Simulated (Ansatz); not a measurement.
input.yaml

```yaml
crystal:
  lattice:
    - [2.5589293044, 0.0014369821, 0.0]
    - [1.2781801939, 2.1733719166, 0.0]
    - [0.0, 0.0, 26.0]
  atoms:
    - { symbol: B, position: [0.4999824925, 0.4999824925, 0.5] }
    - { symbol: "N", position: [0.8333175175, 0.8333175175, 0.5] }
  periodic: [true, true, false]
basis:
  ecutwfc: 420
kpoints:
  mp_grid: { grid: [10, 10, 1] }
  band_path:
    path:
      - [0, 0, 0]
      - [0.5, 0, 0]
      - [0.6666666666667, 0.3333333333333, 0]
      - [0, 0, 0]
    npoints: 8
hamiltonian:
  xc: pbe
  dispersion: d3bj
scf:
  occupations: { method: gaussian, width: 0.02 }
output:
  forces: true
  stress: true
  eigenvalues: true
  write_density: true
  write_potential: true
  elf: true
  volumetric_format: npy
relax:
  adjacent_minimum: "off"
  f_tol: 0.01
  max_steps: 40
```

Run as
```bash
ansatz run input.yaml --threads 1 --pin off --max-ram 3072MiB --backend cpu --events-out ev --progress --plain --runs-dir out
```

Method: DFT PBE+D3(BJ), scalar-relativistic, plane waves, PAW in Ansatz 0.2.0.

Part of what the program printed, abridged (iterations and final results):

```
SCF iter   1: F=—  HF=-542.560628 eV  |F-HF|=—  |Δ(HF+E_count)|=         —  Δρ=1.73e-3  dr2=1.84e-3  ethr=1.77e-3  ⟨swp⟩=8.7  Hψ=4322  notcnv=0
SCF iter   2: F=—  HF=-542.561440 eV  |F-HF|=—  |Δ(HF+E_count)|=   8.13e-4  Δρ=7.53e-4  dr2=3.59e-4  ethr=2.31e-5  ⟨swp⟩=4.1  Hψ=1510  notcnv=0
SCF iter   3: F=—  HF=-542.561637 eV  |F-HF|=—  |Δ(HF+E_count)|=   1.97e-4  Δρ=3.40e-4  dr2=7.41e-5  ethr=4.49e-6  ⟨swp⟩=3.4  Hψ=944  notcnv=0
SCF iter   4: F=-542.561696 eV  HF=-542.561695 eV  |F-HF|=1.05e-6  |Δ(HF+E_count)|=   5.84e-5  Δρ=2.61e-5  dr2=8.60e-7  ethr=9.26e-7  ⟨swp⟩=3.8  Hψ=964  notcnv=0
SCF iter   5: F=-542.561696 eV  HF=-542.561696 eV  |F-HF|=1.63e-7  |Δ(HF+E_count)|=   8.16e-7  Δρ=1.08e-5  dr2=1.20e-7  ethr=1.08e-8  ⟨swp⟩=2.8  Hψ=924  notcnv=0
SCF iter   6: F=-542.561696 eV  HF=-542.561696 eV  |F-HF|=5.77e-8  |Δ(HF+E_count)|=   1.35e-7  Δρ=2.86e-6  dr2=6.73e-9  ethr=1.50e-9  ⟨swp⟩=13.1  Hψ=4205  notcnv=0
SCF iter   7: F=-542.561696 eV  HF=-542.561696 eV  |F-HF|=7.00e-11  |Δ(HF+E_count)|=   5.94e-8  Δρ=5.07e-7  dr2=1.95e-10  ethr=8.41e-11  ⟨swp⟩=10.2  Hψ=3499  notcnv=0
SCF iter   8: F=-542.561696 eV  HF=-542.561696 eV  |F-HF|=3.18e-12  |Δ(HF+E_count)|=  2.47e-11  Δρ=8.39e-8  dr2=4.99e-12  ethr=2.44e-12  ⟨swp⟩=5.6  Hψ=2149  notcnv=0
SCF iter   9: F=-542.561696 eV  HF=-542.561696 eV  |F-HF|=2.39e-12  |Δ(HF+E_count)|=  1.71e-12  Δρ=8.87e-9  dr2=5.88e-14  ethr=1.00e-12  ⟨swp⟩=5.6  Hψ=1990  notcnv=0
SCF 1 converged in 9 iterations: F = -542.561696 eV  dr2 = 5.88e-14
relax step   1: F+E_penalty+E_count = -542.56169637 eV  Δ(F+E_penalty+E_count) = +0.000e0 eV  max|allowed force component| = 2.060e-1 eV/Å  Δτ_max = 0.0000 Å  (9 SCF iters, dr2 threshold 2.50e-6 eV, accepted)
Initial density: handed on by an earlier stage of this run
Initial wavefunctions: those handed on with the density
SCF iter   1: F=—  HF=-542.562042 eV  |F-HF|=—  |Δ(HF+E_count)|=         —  Δρ=1.49e-4  dr2=2.24e-5  ethr=2.61e-7  ⟨swp⟩=2.7  Hψ=2278  notcnv=0
SCF iter   2: F=-542.562031 eV  HF=-542.562032 eV  |F-HF|=9.81e-7  |Δ(HF+E_count)|=   1.03e-5  Δρ=5.24e-5  dr2=2.31e-6  ethr=3.31e-8  ⟨swp⟩=13.9  Hψ=4264  notcnv=0
SCF 2 converged in 2 iterations: F = -542.562031 eV  dr2 = 2.31e-6
relax step   2: F+E_penalty+E_count = -542.56203076 eV  Δ(F+E_penalty+E_count) = -3.344e-4 eV  max|allowed force component| = 1.303e-1 eV/Å  Δτ_max = 0.0010 Å  (2 SCF iters, dr2 threshold 2.65e-6 eV, accepted)
SCF iter   1: F=—  HF=-542.562281 eV  |F-HF|=—  |Δ(HF+E_count)|=         —  Δρ=3.09e-4  dr2=9.44e-5  ethr=8.29e-6  ⟨swp⟩=2.3  Hψ=1663  notcnv=0
SCF iter   2: F=—  HF=-542.562244 eV  |F-HF|=—  |Δ(HF+E_count)|=   3.70e-5  Δρ=1.08e-4  dr2=9.16e-6  ethr=1.18e-6  ⟨swp⟩=2.8  Hψ=1069  notcnv=0
SCF iter   3: F=-542.562242 eV  HF=-542.562242 eV  |F-HF|=7.28e-8  |Δ(HF+E_count)|=   2.17e-6  Δρ=1.74e-5  dr2=1.24e-7  ethr=1.33e-8  ⟨swp⟩=16.8  Hψ=4211  notcnv=0
SCF 3 converged in 3 iterations: F = -542.562242 eV  dr2 = 1.24e-7
relax step   3: F+E_penalty+E_count = -542.56224175 eV  Δ(F+E_penalty+E_count) = -2.110e-4 eV  max|allowed force component| = 5.712e-3 eV/Å  Δτ_max = 0.0017 Å  (3 SCF iters, dr2 threshold 1.06e-6 eV, accepted)
SCF iter   1: F=—  HF=-542.562243 eV  |F-HF|=—  |Δ(HF+E_count)|=         —  Δρ=1.74e-5  dr2=1.24e-7  ethr=1.55e-9  ⟨swp⟩=1.0  Hψ=2080  notcnv=0
SCF iter   2: F=-542.562242 eV  HF=-542.562242 eV  |F-HF|=2.05e-8  |Δ(HF+E_count)|=   1.52e-6  Δρ=8.47e-6  dr2=2.95e-8  ethr=1.25e-9  ⟨swp⟩=10.0  Hψ=3152  notcnv=0
SCF 4 converged in 2 iterations: F = -542.562242 eV  dr2 = 2.95e-8
relax step   4: F+E_penalty+E_count = -542.56224176 eV  Δ(F+E_penalty+E_count) = -3.399e-9 eV  max|allowed force component| = 5.661e-3 eV/Å  Δτ_max = 0.0000 Å  (2 SCF iters, accepted)
SCF converged after 2 iterations
Free energy (F): -542.562242 eV
Harris-Foulkes:  -542.562242 eV  (|F-HF|=2.05e-8)
Internal energy: -542.562242 eV  (E = F + TS)
E sigma→0 (E₀):  -542.562242 eV
Fermi energy:    -3.585802 eV
--- Per-component energies (eV) ---
  E_band       = -103.229683
  E_kinetic    = 181.471326
  E_local      = -6452.929194  (includes V_loc(G=0)·N_el)
  E_nonlocal   = 57.436672
  E_hartree    = 3123.541614
  E_xc         = -91.674147
  E_vxc        = -113.684449  (∫ρ·V_xc dr)
  E_paw        = -206.606061  (= ΣΔE_a)
  E_vpaw       = -22.607161  (= ΣTr[D̂ρ^β])
  E_aug_tail   = 0.000101  (compensation charges beyond the density's cutoff)
  E_ewald      = 2846.348484
  E_disp       = -0.151037  (pairwise vdW)
  E_smearing   =  0.000000  (= −TS)
--- Forces (eV/Å), atoms counted from 1 ---
  atom   1  B      0.00000406    -0.00570260     0.00000000
  atom   2  N     -0.00000407     0.00561921     0.00000000
--- 2D stress c σ (N/m, compression-positive) ---
       -5.504333       0.000833       0.000000
        0.000832      -1.221063       0.000000
        0.000000       0.000000       0.000000
  P = ½ c Tr σ = -3.3627 N/m
--- Band table (eV; the first three rows and the last of 52) ---
  k-point 0: bands = ["-23.3155", "-10.9240", "-7.3321", "-7.1327", "-1.1398 (-1.1398°)", "-0.2432 (-0.2502°)", "0.3439", "0.5539"]
  k-point 1: bands = ["-23.1240", "-10.6680", "-7.8976", "-7.7003", "-0.8117 (-0.8118°)", "0.0611 (0.0548°)", "0.6635", "0.8643"]
  k-point 2: bands = ["-22.5656", "-9.9184", "-9.7284", "-8.5273", "0.1223 (0.1222°)", "0.9432 (0.9395°)", "1.6142", "1.7772"]
  k-point 51: bands = ["-20.3805", "-14.6340", "-9.8285", "-6.7746", "-1.1572", "3.7302", "6.4115", "6.8677"]
  ° read free of the cell's end (the report's vacuum.weakly_bound_levels)
--- Relaxed structure (4 steps of the walk, 4 accepted, 0 SCFs on fresh bases) ---
  F+E_penalty+E_count = -542.56224176 eV   max|allowed force component| = 5.661e-3 eV/Å
  cell:  # Å, volume = 144.5514 Å³
    - [2.5589293044, 0.0014369821, 0.0]
    - [1.2781801939, 2.1733719166, 0.0]
    - [0.0, 0.0, 26.0]
  atoms:
    - { symbol: B, position: [0.49935407, 0.50123903, 0.49999999] }
    - { symbol: N, position: [0.83394593, 0.83206097, 0.49999999] }
```

The relaxation met its thresholds.